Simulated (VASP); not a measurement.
# SrCl2 (Fm-3m) in VASP: notebook

The runs below take SrCl2 through single point, with PBE.

Program: VASP 6.6.1. These are calculated values, not measurements. Logs are shortened: lines on timing, memory, paths and dates and some standing lists are left out, and cuts for length are marked.

## (1) The structure

Symmetry: Fm-3m, No. 225, cubic system. Conventional cell: a = 6.977 Å, b = 6.977 Å, c = 6.977 Å, α = 90.00°, β = 90.00°, γ = 90.00°. Sr (site symmetry m-3m) is surrounded by 8 Cl at 3.02 Å. Cl (site symmetry -43m) has 4 Sr at 3.02 Å as nearest neighbours.

## (2) Single point, PBE

Input file INCAR:

```
SYSTEM = SrCl2
ADDGRID = .False. ; ALGO = Normal
EDIFF = 1E-6 ; ENCUT = 400
GGA = PE ; ISIF = 2
ISMEAR = 0 ; LASPH = .True.
LCHARG = .False. ; LREAL = .False.
LWAVE = .False. ; NBANDS = 19
NELM = 100 ; PREC = Accurate
SIGMA = 0.05
```

Input file KPOINTS:

```
k-points
0
Gamma
  8 8 8
  0 0 0
```

Input file POSCAR:

```
SrCl2
1.0
    0.0000000000      3.4883500000      3.4883500000
    3.4883500000      0.0000000000      3.4883500000
    3.4883500000      3.4883500000      0.0000000000
Sr Cl
1 2
Direct
    0.0068970000     -0.0112840000      0.0399150000
    0.7604860000      0.7424010000      0.7508940000
    0.2477780000      0.2469560000      0.2707310000
```

Potentials or basis: VASP PAW PBE potentials, release 64 (Sr_sv, Cl).

Command:

```bash
$ cat potpaw_PBE.64/Sr_sv/POTCAR potpaw_PBE.64/Cl/POTCAR > POTCAR
$ mpirun -np 1 vasp_std > vasp.out
```

OUTCAR:

```text
SYSTEM = SrCl2
   EDIFF = 1E-6
   ENCUT = 400
   GGA = PE
   ISIF = 2
   ISMEAR = 0
   LASPH = .True.
   LREAL = .False.
   NELM = 100
   PREC = Accurate

 Found    260 irreducible k-points:

 Following reciprocal coordinates:
            Coordinates               Weight
  0.000000  0.000000  0.000000      1.000000
  0.125000  0.000000  0.000000      2.000000
  0.000000  0.125000  0.000000      2.000000
  0.000000  0.000000  0.125000      2.000000
  0.125000  0.125000  0.125000      2.000000
  0.250000  0.000000  0.000000      2.000000
   k-points           NKPTS =    260   k-points in BZ     NKDIM =    260   number of bands    NBANDS=     19
   number of dos      NEDOS =    301   number of ions     NIONS =      3
   total plane-waves  NPLWV =  32768
   dimension x,y,z NGX =    32 NGY =   32 NGZ =   32
   dimension x,y,z NGXF=    64 NGYF=   64 NGZF=   64
   ions per type =               1   2
   NGX,Y,Z   is equivalent  to a cutoff of  10.78, 10.78, 10.78 a.u.
   NGXF,Y,Z  is equivalent  to a cutoff of  21.57, 21.57, 21.57 a.u.
 SYSTEM =  SrCl2
   PREC   = accura    normal or accurate (medium, high low for compatibility)
   ISTART =      0    job   : 0-new  1-cont  2-samecut
   ICHARG =      2    charge: 1-file 2-atom 10-const
   ISPIN  =      1    spin polarized calculation?
   LNONCOLLINEAR =      F non collinear calculations
   LSORBIT =      F    spin-orbit coupling
   LASPH  =      T    aspherical Exc in radial PAW
   ENCUT  =  400.0 eV  29.40 Ry    5.42 a.u.   8.04  8.04  8.04*2*pi/ulx,y,z
   NELM   =    100;   NELMIN=  2; NELMDL= -5     # of ELM steps
   EDIFF  = 0.1E-05   stopping-criterion for ELM
   LREAL  =      F    real-space projection
   EDIFFG = 0.1E-04   stopping-criterion for IOM
   NSW    =      0    number of steps for IOM
   IBRION =     -1    ionic relax: 0-MD 1-quasi-New 2-CG
   NFREE  =      0    steps in history (QN), initial steepest desc. (CG)
   ISIF   =      2    stress and relaxation
   ISYM   =      2    0-nonsym 1-usesym 2-fastsym
   POTIM  = 0.5000    time-step for ionic-motion
   TEBEG  =    0.0;   TEEND  =   0.0 temperature during run
   PSTRESS=    0.0 pullay stress
   NELECT =      24.0000    total number of electrons
   NUPDOWN=      -1.0000    fix difference up-down
   EMIN   =  10.00;   EMAX   =-10.00  energy-range for DOS
   EFERMI =   0.00;   METHOD = LEGACY
   ISMEAR =     0;   SIGMA  =   0.05  broadening in eV -4-tet -1-fermi 0-gaus
   EFERMI_NEDOS =   21; number of points for ismear=-14 and -15
   IALGO  =     38    algorithm
   IMIX   =      4    mixing-type and parameters
     AMIX     =   0.40;   BMIX     =  1.00
     AMIX_MAG =   1.60;   BMIX_MAG =  1.00
  volume/ion in A,a.u.               =      28.30       190.97
  Fermi-wavevector in a.u.,A,eV,Ry     =   1.074439  2.030396 15.706833  1.154420
  Thomas-Fermi vector in A             =   2.210267
   LORBIT       =      0    0 simple, 1 ext, 2 COOP (PROOUT), +10 PAW based schemes
   GGA     = PE    functional components
   LHFCALC =     F    Hartree Fock is set to
   AEXX    =    0.0000 exact exchange contribution
   IVDW    =     0    specifies the selected vdW correction
   LEPSILON=     F    determine dielectric tensor
   LRPA    =     F    only Hartree local field effects (RPA)
 non-spin polarized calculation
 Gauss-broadening in eV      SIGMA  =   0.05
  energy-cutoff  :      400.00
  volume of cell :       84.90
 maximum number of plane-waves:      1572
   NGX = 17   NGY = 17   NGZ = 17

 number of electron      24.0000000 magnetization

 Free energy of the ion-electron system (eV)
  ---------------------------------------------------
  ext. energy  EPLUGINS =         0.00000000
  ---------------------------------------------------
  free energy    TOTEN  =       -12.74195217 eV

  energy without entropy =      -12.74195217  energy(sigma->0) =      -12.74195217

 E-fermi :   0.3656     XC(G=0):  -8.2795

 val. band max:        0.1679423391   @ k =   0.5000   0.5000   0.0000
 cond. band min:       5.4786579178   @ k =   0.0000   0.0000   0.0000
 fundamental gap:      5.3107155787
 Fermi energy:         0.3655754994

 k-point     1 :       0.0000    0.0000    0.0000
  band No.  band energies     occupation
      1     -32.7198      2.00000
      2     -14.7285      2.00000
      3     -14.7158      2.00000
      4     -14.7129      2.00000
      5     -13.1496      2.00000
      6     -12.3102      2.00000
      7      -1.9982      2.00000
      8      -1.9756      2.00000
      9      -1.9409      2.00000
     10      -0.2046      2.00000
     11      -0.1913      2.00000
     12      -0.1834      2.00000
     13       5.4787      0.00000
     14       6.2578      0.00000
     15       6.3024      0.00000
     16       8.9628      0.00000
     17       8.9807      0.00000
     18       9.1898      0.00000
     19       9.4468      0.00000

 k-point     2 :       0.1250    0.0000    0.0000
  band No.  band energies     occupation
      1     -32.7193      2.00000
      2     -14.7730      2.00000
      3     -14.7238      2.00000
      4     -14.7158      2.00000
      5     -13.0645      2.00000
      6     -12.3409      2.00000
      7      -1.9539      2.00000
      8      -1.9208      2.00000
      9      -1.8282      2.00000
     10      -0.3805      2.00000
     11      -0.2774      2.00000
     12      -0.2664      2.00000
     13       5.8332      0.00000
     14       6.3804      0.00000
     15       6.4176      0.00000
     16       8.3540      0.00000
     17       8.9132      0.00000
     18       9.0212      0.00000
     19       9.7418      0.00000

 k-point     3 :       0.0000    0.1250    0.0000
  band No.  band energies     occupation
      1     -32.7193      2.00000
      2     -14.7764      2.00000
      3     -14.7234      2.00000
      4     -14.7173      2.00000
      5     -13.0568      2.00000
      6     -12.3434      2.00000
      7      -1.9512      2.00000
      8      -1.8957      2.00000
      9      -1.8442      2.00000
     10      -0.3839      2.00000
     11      -0.2844      2.00000
     12      -0.2688      2.00000
     13       5.8258      0.00000
     14       6.3793      0.00000
     15       6.4252      0.00000
     16       8.3752      0.00000
     17       8.8718      0.00000
     18       8.9707      0.00000
     19       9.7446      0.00000

 k-point     4 :       0.0000    0.0000    0.1250
  band No.  band energies     occupation
      1     -32.7193      2.00000
      2     -14.7871      2.00000
      3     -14.7186      2.00000
      4     -14.7151      2.00000
      5     -13.0501      2.00000
      6     -12.3457      2.00000
      7      -1.9183      2.00000
      8      -1.9033      2.00000
      9      -1.8580      2.00000
     10      -0.3833      2.00000
     11      -0.2895      2.00000
     12      -0.2776      2.00000
     13       5.8186      0.00000
     14       6.3847      0.00000
     15       6.4258      0.00000
     16       8.3825      0.00000
     17       8.8506      0.00000
     18       8.9270      0.00000
     19       9.8069      0.00000

 k-point     5 :       0.1250    0.1250    0.1250
  band No.  band energies     occupation
      1     -32.7193      2.00000
      2     -14.7764      2.00000
      3     -14.7213      2.00000
      4     -14.7151      2.00000
      5     -13.0641      2.00000
      6     -12.3412      2.00000
      7      -1.9477      2.00000
      8      -1.9165      2.00000
      9      -1.8375      2.00000
     10      -0.3744      2.00000
     11      -0.2810      2.00000
     12      -0.2700      2.00000
     13       5.8329      0.00000
     14       6.3687      0.00000
     15       6.4267      0.00000
     16       8.3340      0.00000
     17       8.9481      0.00000
     18       9.0171      0.00000
     19       9.7670      0.00000

 k-point     6 :       0.2500    0.0000    0.0000
  band No.  band energies     occupation
      1     -32.7182      2.00000
      2     -14.8750      2.00000
      3     -14.7323      2.00000
      4     -14.7206      2.00000
      5     -12.8917      2.00000
      6     -12.3965      2.00000
      7      -1.8044      2.00000
      8      -1.7781      2.00000
      9      -1.5814      2.00000
     10      -0.7574      2.00000
     11      -0.4968      2.00000
     12      -0.4661      2.00000
     13       6.6014      0.00000
     14       6.6387      0.00000
     15       6.6829      0.00000
     16       7.8766      0.00000
     17       8.7884      0.00000
     18       8.9023      0.00000
     19       9.7135      0.00000

 [... further k-points ...]

------------------------ aborting loop because EDIFF is reached ----------------------------------------

  FORCE on cell =-STRESS in cart. coord.  units (eV):
  Direction    XX          YY          ZZ          XY          YZ          ZX
  --------------------------------------------------------------------------------------
  -------------------------------------------------------------------------------------
  Total        0.7332573      0.6801238      0.7270838      0.1933869     -0.2446309     -0.0912036
  in kB       13.8381118     12.8353711     13.7216044      3.6496186     -4.6167001     -1.7212047
  external PRESSURE =      13.4650291 kB  Pullay stress =       0.0000000 kB

 VOLUME and BASIS-vectors are now :
 -----------------------------------------------------------------------------
  energy-cutoff  :      400.00
  volume of cell :       84.90
      direct lattice vectors                 reciprocal lattice vectors
     0.000000000  3.488350000  3.488350000    -0.143334241  0.143334241  0.143334241
     3.488350000  0.000000000  3.488350000     0.143334241 -0.143334241  0.143334241
     3.488350000  3.488350000  0.000000000     0.143334241  0.143334241 -0.143334241

 POSITION                                       TOTAL-FORCE (eV/Angst)
 -----------------------------------------------------------------------------------
      3.58822      0.16330      3.47305        -0.250565     -0.331834      0.095312
      5.20914      5.27222      5.24260         0.317453      0.231994     -0.160777
      1.80587      1.80874      1.72581        -0.066888      0.099840      0.065465
 -----------------------------------------------------------------------------------
    total drift:                               -0.000012      0.000050      0.000082

  FREE ENERGIE OF THE ION-ELECTRON SYSTEM (eV)
  ---------------------------------------------------
  free  energy   TOTEN  =       -12.7419521726 eV

  energy  without entropy=      -12.7419521726  energy(sigma->0) =      -12.74195217
```

It took 99 s on 1 thread of Intel Xeon Platinum 8488C (Sapphire Rapids), shared host; peak memory 0.36 GiB.

These settings aren't checked as converged: the numbers below hold their error.

What came out:

- Free energy: -12.7420 eV
- Pressure: 1.3 GPa
- Largest force: 0.427 eV/Å
- Band gap on the k mesh: 5.31 eV, indirect (least direct gap 5.50 eV)

[end of part 1 of 2]
